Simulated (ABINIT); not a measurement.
# TePb (Fm-3m) in ABINIT: further runs, part 2 of 2

ABINIT 10.8.3 (patched build). The steps go on from the part before.

### 3 Equation of state, LDA

File run.abi:

```
ndtset 7
getwfk -1
scalecart1 3*0.9795861087
scalecart2 3*0.9864848297
scalecart3 3*0.9932883884
scalecart4 3*1.0000000000
scalecart5 3*1.0066227096
scalecart6 3*1.0131594038
scalecart7 3*1.0196128224

pp_dirpath "./"
pseudos "Pb.LDA_PW-JTH.xml, Te.LDA_PW-JTH.xml"

acell 4.56932402 4.56932402 4.56932402 Angstrom
rprim
     0.0000000000     0.7071067812     0.7071067812
     0.7071067812     0.0000000000     0.7071067812
     0.7071067812     0.7071067812     0.0000000000
ntypat 2
znucl 82 52
natom 2
typat 1 2
xred
     0.0000000000     0.0000000000     0.0000000000
     0.5000000000     0.5000000000     0.5000000000

ecut 326.536635 eV
pawecutdg 24.0

kptopt 1
ngkpt 7 7 7
nshiftk 1
shiftk 0.0 0.0 0.0

ixc 7

nband 14
occopt 3
tsmear 0.05 eV

nstep 100
tolvrs 1.0e-9

iomode 3
prtwf 1
prtden 0
prteig 0
prtebands 0
enunit 2
```

Potentials or basis: JTH PAW LDA v2.0.

Command:

```console
abinit run.abi > log 2>&1
```

run.abo:

```text
.Version 10.8.3 of ABINIT
 DATASET    1 : space group Fm -3 m (#225); Bravais cF (face-center cubic)
================================================================================
 Values of the parameters that define the memory need for DATASET  1.
     intxc =       0    ionmov =       0      iscf =      17    lmnmax =      18
     lnmax =       6     mgfft =      30  mpssoang =       3    mqgrid =    3001
     natom =       2  nloc_mem =       2    nspden =       1   nspinor =       1
    nsppol =       1      nsym =      48    n1xccc =       1    ntypat =       2
    occopt =       3   xclevel =       1
       mpw =         869          nfft =       27000          nkpt =          20
 PAW method is used; the additional fine FFT grid is defined by:
   mgfftf=        40    nfftf =     64000
================================================================================
================================================================================
[... 71 lines left out ...]
 DATASET    7 : space group Fm -3 m (#225); Bravais cF (face-center cubic)
================================================================================
 Values of the parameters that define the memory need for DATASET  7.
     intxc =       0    ionmov =       0      iscf =      17    lmnmax =      18
     lnmax =       6     mgfft =      30  mpssoang =       3    mqgrid =    3001
     natom =       2  nloc_mem =       2    nspden =       1   nspinor =       1
    nsppol =       1      nsym =      48    n1xccc =       1    ntypat =       2
    occopt =       3   xclevel =       1
       mpw =         966          nfft =       27000          nkpt =          20
 PAW method is used; the additional fine FFT grid is defined by:
   mgfftf=        40    nfftf =     64000
================================================================================
================================================================================

--------------------------------------------------------------------------------
------------- Echo of variables that govern the present computation ------------
--------------------------------------------------------------------------------
 -outvars: echo values of preprocessed input variables --------
            acell      8.6347709783E+00  8.6347709783E+00  8.6347709783E+00 Bohr
              amu      2.07200000E+02  1.27600000E+02
             ecut      1.20000000E+01 Hartree
           enunit           2
           getwfk          -1
              ixc           7
           jdtset        1    2    3    4    5    6    7
         kptrlatt        7    0    0      0    7    0      0    0    7
          kptrlen1     5.92095119E+01
          kptrlen2     5.96264940E+01
          kptrlen3     6.00377242E+01
          kptrlen4     6.04433968E+01
          kptrlen5     6.08436959E+01
          kptrlen6     6.12387959E+01
          kptrlen7     6.16288625E+01
            natom           2
            nband          14
           ndtset           7
            ngfft          30      30      30
          ngfftdg          40      40      40
             nkpt          20
            nstep         100
             nsym          48
           ntypat           2
           occopt           3
        pawecutdg      2.40000000E+01 Hartree
           prtden           0
        prtebands           0
           prteig           0
[... 32 lines left out ...]
           xangst4     0.0000000000E+00  0.0000000000E+00  0.0000000000E+00
                       3.2310000000E+00  3.2310000000E+00  3.2310000000E+00
           xangst5     0.0000000000E+00  0.0000000000E+00  0.0000000000E+00
                       3.2523979748E+00  3.2523979748E+00  3.2523979748E+00
           xangst6     0.0000000000E+00  0.0000000000E+00  0.0000000000E+00
                       3.2735180337E+00  3.2735180337E+00  3.2735180337E+00
           xangst7     0.0000000000E+00  0.0000000000E+00  0.0000000000E+00
                       3.2943690292E+00  3.2943690292E+00  3.2943690292E+00
            xcart1     0.0000000000E+00  0.0000000000E+00  0.0000000000E+00
                       5.9810639124E+00  5.9810639124E+00  5.9810639124E+00
            xcart2     0.0000000000E+00  0.0000000000E+00  0.0000000000E+00
                       6.0231854685E+00  6.0231854685E+00  6.0231854685E+00
            xcart3     0.0000000000E+00  0.0000000000E+00  0.0000000000E+00
                       6.0647259916E+00  6.0647259916E+00  6.0647259916E+00
            xcart4     0.0000000000E+00  0.0000000000E+00  0.0000000000E+00
                       6.1057051129E+00  6.1057051129E+00  6.1057051129E+00
            xcart5     0.0000000000E+00  0.0000000000E+00  0.0000000000E+00
                       6.1461414248E+00  6.1461414248E+00  6.1461414248E+00
            xcart6     0.0000000000E+00  0.0000000000E+00  0.0000000000E+00
                       6.1860525520E+00  6.1860525520E+00  6.1860525520E+00
            xcart7     0.0000000000E+00  0.0000000000E+00  0.0000000000E+00
                       6.2254552229E+00  6.2254552229E+00  6.2254552229E+00
             xred      0.0000000000E+00  0.0000000000E+00  0.0000000000E+00
                       5.0000000000E-01  5.0000000000E-01  5.0000000000E-01
            znucl       82.00000   52.00000

================================================================================

 chkinp: Checking input parameters for consistency, jdtset=   1.

 chkinp: Checking input parameters for consistency, jdtset=   2.
[... 46 lines left out ...]
 getcut: wavevector=  0.0000  0.0000  0.0000  ngfft=  40  40  40
         ecut(hartree)=     24.000   => boxcut(ratio)=   2.14435

--- Pseudopotential description ------------------------------------------------
- pspini: atom type   1  psp file is ./Pb.LDA_PW-JTH.xml
 Pseudopotential format is: paw10
 basis_size (lnmax)=  6 (lmn_size= 18), orbitals=   0   0   1   1   2   2
 Spheres core radius: rc_sph= 2.40264019
 Shapefunction is BESSEL type: shapef(r,l)=aa(1,l)*jl(q(1,l)*r)+aa(2,l)*jl(q(2,l)*r)
 Radius for shape functions =  2.00872932
 Compensation charge density is not taken into account in XC energy/potential

- pspini: atom type   2  psp file is ./Te.LDA_PW-JTH.xml
 Pseudopotential format is: paw10
 basis_size (lnmax)=  4 (lmn_size=  8), orbitals=   0   0   1   1
 Spheres core radius: rc_sph= 2.31107438
 Shapefunction is SIN type: shapef(r)=[sin(pi*r/rshp)/(pi*r/rshp)]**2
 Radius for shape functions =  2.10488624
 Compensation charge density is not taken into account in XC energy/potential

   2.62144581E+03                                ecore*ucvol(ha*bohr**3)
--------------------------------------------------------------------------------

[... 1320 lines left out ...]
-Cartesian components of stress tensor (GPa)         [Pressure= -4.7610E+00 GPa]
- sigma(1 1)=  4.76096021E+00  sigma(3 2)=  0.00000000E+00
- sigma(2 2)=  4.76096021E+00  sigma(3 1)=  0.00000000E+00
- sigma(3 3)=  4.76096021E+00  sigma(2 1)=  0.00000000E+00

== END DATASET(S) ==============================================================
================================================================================

 -outvars: echo values of variables after computation  --------
            acell      8.6347709783E+00  8.6347709783E+00  8.6347709783E+00 Bohr
           etotal1    -6.9848220936E+01
           etotal2    -6.9848406258E+01
           etotal3    -6.9848287254E+01
           etotal4    -6.9847896227E+01
           etotal5    -6.9847267069E+01
           etotal6    -6.9846356918E+01
           etotal7    -6.9845263846E+01
            fcart1    -0.0000000000E+00 -0.0000000000E+00 -0.0000000000E+00
                      -0.0000000000E+00 -0.0000000000E+00 -0.0000000000E+00
            fcart2    -0.0000000000E+00 -0.0000000000E+00 -0.0000000000E+00
                      -0.0000000000E+00 -0.0000000000E+00 -0.0000000000E+00
            fcart3    -0.0000000000E+00 -0.0000000000E+00 -0.0000000000E+00
                      -0.0000000000E+00 -0.0000000000E+00 -0.0000000000E+00
            fcart4    -0.0000000000E+00 -0.0000000000E+00 -0.0000000000E+00
                      -0.0000000000E+00 -0.0000000000E+00 -0.0000000000E+00
            fcart5    -0.0000000000E+00 -0.0000000000E+00 -0.0000000000E+00
                      -0.0000000000E+00 -0.0000000000E+00 -0.0000000000E+00
[... 38 lines left out ...]
                       0.0000000000E+00  0.0000000000E+00  0.0000000000E+00
           xangst1     0.0000000000E+00  0.0000000000E+00  0.0000000000E+00
                       3.1650427173E+00  3.1650427173E+00  3.1650427173E+00
           xangst2     0.0000000000E+00  0.0000000000E+00  0.0000000000E+00
                       3.1873324848E+00  3.1873324848E+00  3.1873324848E+00
           xangst3     0.0000000000E+00  0.0000000000E+00  0.0000000000E+00
                       3.2093147830E+00  3.2093147830E+00  3.2093147830E+00
           xangst4     0.0000000000E+00  0.0000000000E+00  0.0000000000E+00
                       3.2310000000E+00  3.2310000000E+00  3.2310000000E+00
           xangst5     0.0000000000E+00  0.0000000000E+00  0.0000000000E+00
                       3.2523979748E+00  3.2523979748E+00  3.2523979748E+00
           xangst6     0.0000000000E+00  0.0000000000E+00  0.0000000000E+00
                       3.2735180337E+00  3.2735180337E+00  3.2735180337E+00
           xangst7     0.0000000000E+00  0.0000000000E+00  0.0000000000E+00
                       3.2943690292E+00  3.2943690292E+00  3.2943690292E+00
             xred      0.0000000000E+00  0.0000000000E+00  0.0000000000E+00
                       5.0000000000E-01  5.0000000000E-01  5.0000000000E-01
 Calculation completed.
```

Run time: 44 s. Hardware: 1 thread of Arm Neoverse V2, shared host; peak memory 0.12 GiB.

What came out:

```
Equilibrium volume : 32.45 Å³/atom (rough: see the caveat)
Bulk modulus       : 46 GPa (rough)
```

Energy against volume, from the lowest point:
```tsv
volume (Å³/atom)	energy (meV/atom)
31.706	2.52
32.380	0.00
33.055	1.62
33.730	6.94
34.404	15.50
35.079	27.88
35.753	42.75
```

Caveat: the cutoff is too short for stress, so the log's stress isn't used; pressures at fixed basis lie under the slope of the energies; the fit is doubtful: noisy points or a state that changes with volume; this odd mesh misses L, where the gap lies, so gap, dielectric constants and Born charges aren't listed.

### 4 Equation of state, LDA-PZ

File run.abi:

```
ndtset 7
getwfk -1
scalecart1 3*0.9795861087
scalecart2 3*0.9864848297
scalecart3 3*0.9932883884
scalecart4 3*1.0000000000
scalecart5 3*1.0066227096
scalecart6 3*1.0131594038
scalecart7 3*1.0196128224

pp_dirpath "./"
pseudos "Pb.LDA_PW-JTH_sp.xml, Te.LDA_PW-JTH.xml"

acell 3*1.0 Angstrom
rprim
     0.0000000000     3.2310000000     3.2310000000
     3.2310000000     0.0000000000     3.2310000000
     3.2310000000     3.2310000000     0.0000000000
ntypat 2
znucl 82 52
natom 2
typat 1 2
xred
     0.0000000000     0.0000000000     0.0000000000
     0.5000000000     0.5000000000     0.5000000000

ecut 15.0
pawecutdg 30.0

kptopt 1
ngkpt 7 7 7
nshiftk 1
shiftk 0.0 0.0 0.0

ixc 2

nband 9
occopt 3
tsmear 0.00183747

nstep 100
tolvrs 1.0e-9

iomode 3
prtwf 1
prtden 0
prteig 0
prtebands 0
enunit 2
```

Potentials or basis: JTH PAW LDA v2.0 sp.

Command:

```console
abinit run.abi > log 2>&1
```

Run time: 30 s. Hardware: 1 thread of Arm Neoverse V2, shared host; peak memory 0.12 GiB.

Results (log left out):

* Equilibrium volume: 32.54 Å³/atom
* Bulk modulus: 50 GPa
* Pressure derivative of the bulk modulus: 4.8

Energy against volume, from the lowest point:
| volume (Å³/atom) | energy (meV/atom) |
| --- | --- |
| 31.706 | 3.41 |
| 32.380 | 0.00 |
| 33.055 | 1.17 |
| 33.730 | 6.31 |
| 34.404 | 14.99 |
| 35.079 | 26.87 |
| 35.753 | 41.51 |

Caveat: pressures at fixed basis lie under the slope of the energies; this odd mesh misses L, where the gap lies, so gap, dielectric constants and Born charges aren't listed; this set keeps more shells in the core, which shifts pressures and gaps. The run has no spin-orbit coupling, so splittings on Pb, Te are missing.

### 5 Band structure, LDA-Teter

File run.abi:

```
ndtset 2

pp_dirpath "./"
pseudos "Pb.LDA_PW-JTH_sp.xml, Te.LDA_PW-JTH.xml"

acell 3*1.0
rprim
     0.0000000000     6.1057051087     6.1057051087
     6.1057051087     0.0000000000     6.1057051087
     6.1057051087     6.1057051087     0.0000000000
ntypat 2
znucl 82 52
natom 2
typat 1 2
xcart
     0.0000000000     0.0000000000     0.0000000000
     6.1057051087     6.1057051087     6.1057051087

ecut 15.0
pawecutdg 30.0

ixc 1

occopt 3
tsmear 0.00183747

nstep 100

iomode 3
prtwf 0
prteig 0
prtebands 0
enunit 1
prtden1 1

kptopt1 1
ngkpt1 7 7 7
nshiftk1 1
shiftk1 0.0 0.0 0.0
nband1 9
tolvrs1 1.0e-9

iscf2 -2
getden2 1
nband2 13
nbdbuf2 2
tolwfr2 1.0e-12
kptopt2 -9
ndivsm2 6
prteig2 1
kptbounds2
     0.0000000000     0.0000000000     0.0000000000
     0.5000000000     0.0000000000     0.5000000000
     0.5000000000     0.2500000000     0.7500000000
     0.3750000000     0.3750000000     0.7500000000
     0.0000000000     0.0000000000     0.0000000000
     0.5000000000     0.5000000000     0.5000000000
     0.6250000000     0.2500000000     0.6250000000
     0.5000000000     0.2500000000     0.7500000000
     0.5000000000     0.5000000000     0.5000000000
     0.3750000000     0.3750000000     0.7500000000
```

Command:

```console
abinit run.abi > log 2>&1
```

Wall time 32 s (1 thread of Arm Neoverse V2, shared host); peak memory 0.13 GiB.

Results (log left out):

| Item | Value |
| --- | --- |
| Free energy | -332.8300 eV |
| Pressure | -1.6 GPa |
| Band gap along the path | 0.65 eV, direct |
| Valence electrons inside the program's atomic spheres | Pb 2.58; Te 3.13 |

Levels at the corners of the path, in eV from the Fermi level:
| point | band 3 | band 4 | band 5 | band 6 | band 7 | band 8 |
| --- | --- | --- | --- | --- | --- | --- |
| Γ | -1.65 | -1.65 | -1.65 | 3.73 | 3.73 | 3.73 |
| X | -4.86 | -3.13 | -3.13 | 2.91 | 5.10 | 5.10 |
| W | -4.14 | -4.14 | -0.70 | 1.24 | 4.89 | 4.89 |
| K | -4.48 | -2.64 | -2.46 | 3.20 | 3.38 | 4.76 |
| Γ | -1.65 | -1.65 | -1.65 | 3.73 | 3.73 | 3.73 |
| L | -1.22 | -1.22 | -0.37 | 0.28 | 0.85 | 0.85 |
| U | -4.48 | -2.64 | -2.46 | 3.20 | 3.38 | 4.76 |
| W | -4.14 | -4.14 | -0.70 | 1.24 | 4.89 | 4.89 |
| L | -1.22 | -1.22 | -0.37 | 0.28 | 0.85 | 0.85 |
| K | -4.48 | -2.64 | -2.46 | 3.20 | 3.38 | 4.76 |

Caveat: this odd mesh misses L, where the gap lies, so gap, dielectric constants and Born charges aren't listed; spin-orbit coupling is left out, which moves the levels of the heavy elements; this set keeps more shells in the core, which shifts pressures and gaps.

### 6 Overview

```csv
task,level,potentials or basis,cutoff (eV),fine-grid cutoff,V0 of scaled cells (Å³/atom),B0 (GPa)
equation of state,PBE,JTH PAW PBE v2.0,463,925.187 eV,35.40,40
equation of state,LDA,JTH PAW LDA v2.0,327,653.073 eV,-,-
equation of state,LDA-PZ,JTH PAW LDA v2.0 sp,408,816.342 eV,32.54,50
band structure,LDA-Teter,JTH PAW LDA v2.0 sp,408,816.342 eV,-,-
```

Alike in all rows: no spin polarisation; cell as given; k mesh 7 × 7 × 7; smearing fermi-dirac 0.05 eV.

Caveats: pressures at fixed basis lie under the slope of the energies (some runs); this set keeps more shells in the core, which shifts pressures and gaps (some runs); the fit is doubtful: noisy points or a state that changes with volume (some runs); spin-orbit coupling is left out, which moves the levels of the heavy elements (some runs).

Total energies depend on the potentials used, so only differences within one code and one set of settings carry meaning.

### 7 Against experiment

Step 5. Against the measured gap of TePb, 0.19 eV (direct; 4.2 K; a printed reference work, monograph), the calculated 0.65 eV is off by +0.46 eV. Spin-orbit coupling on Pb, Te is left out. The value is that of LDA-Teter, without temperature or zero-point motion.
